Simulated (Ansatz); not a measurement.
The cell comes from COD entry 2102244, which wasn't checked; take it as a given geometry. The listed cell was then made from it by scaling, straining or moving an atom.

WC: DFT, PBE, PAW with Ansatz's default frozen-core files, scalar-relativistic (Ansatz 0.2.0). What sets it apart from a plain run of this crystal: volume scaled by 0.97.

Command: `ansatz run input.yaml --threads 1 --pin off --max-ram 2048MiB --backend cpu --events-out ev --progress --plain --runs-dir out` The run took 5.1 s on 1 thread of Arm Neoverse V1, on a shared host, peak memory 0.38 GiB.

```yaml
crystal:
  lattice:
    - [2.8712014385, 0.0, 0.0]
    - [-1.4356007192, 2.4865333851, 0.0]
    - [0.0, 0.0, 2.8004222886]
  atoms:
    - { symbol: W, position: [0.0, 0.0, 0.0] }
    - { symbol: C, position: [0.6666666667, 0.3333333333, 0.5] }
kpoints:
  mp_grid: { grid: [13, 13, 12] }
scf:
  occupations: { method: fermi_dirac, width: 0.05 }
hamiltonian:
  xc: pbe
  pseudopotentials: { kind: paw }
output:
  forces: true
  stress: true
  eigenvalues: true
  efg: { contact_densities: true }
```

Output (standing set-up lines are left out):

```
Crystal: 2 atoms, lattice volume = 19.993 Å³
SCF iter   1: F=—  HF=-10635.988259 eV  |F-HF|=—  |Δ(HF+E_count)|=         —  Δρ=7.52e-3  dr2=2.95e-3  ethr=1.77e-3  ⟨swp⟩=5.8  Hψ=9582  notcnv=0
preconditioner: auto → none  [metal: Δε(μ)=0.036 eV  Ē_g=10.462 eV  σ=0.050 eV  W_gap=0.18  n_scr=8 (ndim 8)  ℏωp=26.3 eV  f_vac=0.000  D(μ)=0.30/eV (n_scr^D=0)  sad-step TF]
SCF iter   2: F=—  HF=-10635.990583 eV  |F-HF|=—  |Δ(HF+E_count)|=   2.32e-3  Δρ=4.36e-3  dr2=1.06e-3  ethr=1.64e-5  ⟨swp⟩=2.0  Hψ=3608  notcnv=0
SCF iter   3: F=—  HF=-10635.991517 eV  |F-HF|=—  |Δ(HF+E_count)|=   9.34e-4  Δρ=4.07e-4  dr2=2.66e-5  ethr=5.89e-6  ⟨swp⟩=2.6  Hψ=3039  notcnv=0
SCF iter   4: F=—  HF=-10635.991510 eV  |F-HF|=—  |Δ(HF+E_count)|=   6.29e-6  Δρ=1.43e-4  dr2=2.08e-6  ethr=1.48e-7  ⟨swp⟩=2.9  Hψ=3311  notcnv=0
SCF iter   5: F=—  HF=-10635.991511 eV  |F-HF|=—  |Δ(HF+E_count)|=   2.98e-7  Δρ=2.58e-5  dr2=1.04e-7  ethr=1.16e-8  ⟨swp⟩=2.0  Hψ=3091  notcnv=0
SCF iter   6: F=-10635.991511 eV  HF=-10635.991511 eV  |F-HF|=3.94e-9  |Δ(HF+E_count)|=   3.82e-8  Δρ=6.15e-6  dr2=6.18e-9  ethr=5.56e-10  ⟨swp⟩=4.2  Hψ=6398  notcnv=0
SCF 1 converged in 6 iterations: F = -10635.991511 eV  dr2 = 6.18e-9
  greatest PAW one-centre occupation: 1.000 electrons in one spin orbital (limit 2), on the W atom at site 0 (counted from 0), in its partial waves of l = 0
SCF converged after 6 iterations
Free energy (F): -10635.991511 eV
Harris-Foulkes:  -10635.991511 eV  (|F-HF|=3.94e-9)
Internal energy: -10635.989064 eV  (E = F + TS)
E sigma→0 (E₀):  -10635.990287 eV
Entropy (-TS):   -0.002447 eV (-1.223 meV/atom)
Fermi energy:    21.507229 eV
--- Per-component energies (eV) ---
  E_band       = -43.244261
  E_kinetic    = 545.590311
  E_local      = -637.779710  (includes V_loc(G=0)·N_el)
  E_nonlocal   = 25.812418
  E_hartree    = 228.228973
  E_xc         = -317.683974
  E_vxc        = -301.931007  (∫ρ·V_xc dr)
  E_paw        = -8661.458515  (= ΣΔE_a)
  E_vpaw       = -131.392209  (= ΣTr[D̂ρ^β])
  E_aug_tail   = -0.000062  (compensation charges beyond the density's cutoff)
  E_ewald      = -1818.698505
  E_smearing   = -0.002447  (= −TS)
  E_closure    = -0.000000  (closes the sum)
  Σ components = -10635.991511   (vs F -10635.991511, Δ=0.00e0)
--- Forces (eV/Å), atoms counted from 1 ---
  atom   1  W     -0.00000000     0.00000000     0.00000000
  atom   2  C     -0.00000000     0.00000000    -0.00000000
  max |Σ_I F_I| component: 2.96e-16 eV/Å
--- Stress (GPa, compression-positive) ---
       21.339953      -0.000000       0.000000
        0.000000      21.339953      -0.000000
        0.000000      -0.000000      23.436150
  P = ⅓ Tr σ = 22.0387 GPa (220.387 kbar)
--- PAW observables at the nuclei: V_zz in 10²¹ V/m², potentials from the cell's mean, atoms counted from 1 ---
  atom   1  W  V_zz =   -15.339904   η = 0.0000   by run symmetry: allowed
            electrostatic potential = -14819.595111 V   contact ρ = 8822037.154650 e/Å³
  atom   2  C  V_zz =    +0.109263   η = 0.0000   by run symmetry: allowed
            electrostatic potential = -433.172409 V   contact ρ = 868.168084 e/Å³
--- Band table (eV; the first three rows and the last of 147) ---
  k-point 0: bands = ["-52.3690", "-16.3814", "-16.2680", "-16.2680", "6.7513", "16.9560", "17.9800", "17.9800", "21.5833", "24.8992", "24.8992", "27.3108", "27.3108"]
  k-point 1: bands = ["-52.3657", "-16.4419", "-16.2628", "-16.2628", "6.9305", "16.8831", "18.0604", "18.0604", "21.5607", "24.2798", "24.2798", "27.6747", "27.6747"]
  k-point 2: bands = ["-52.3568", "-16.6043", "-16.2486", "-16.2486", "7.4449", "16.5236", "18.2905", "18.2905", "21.7414", "23.1684", "23.1684", "27.9530", "27.9530"]
  k-point 146: bands = ["-52.2440", "-17.0091", "-16.8689", "-16.7250", "10.2773", "14.0333", "15.8923", "19.8524", "20.7564", "26.2224", "28.2396", "29.1861", "31.2045"]
```
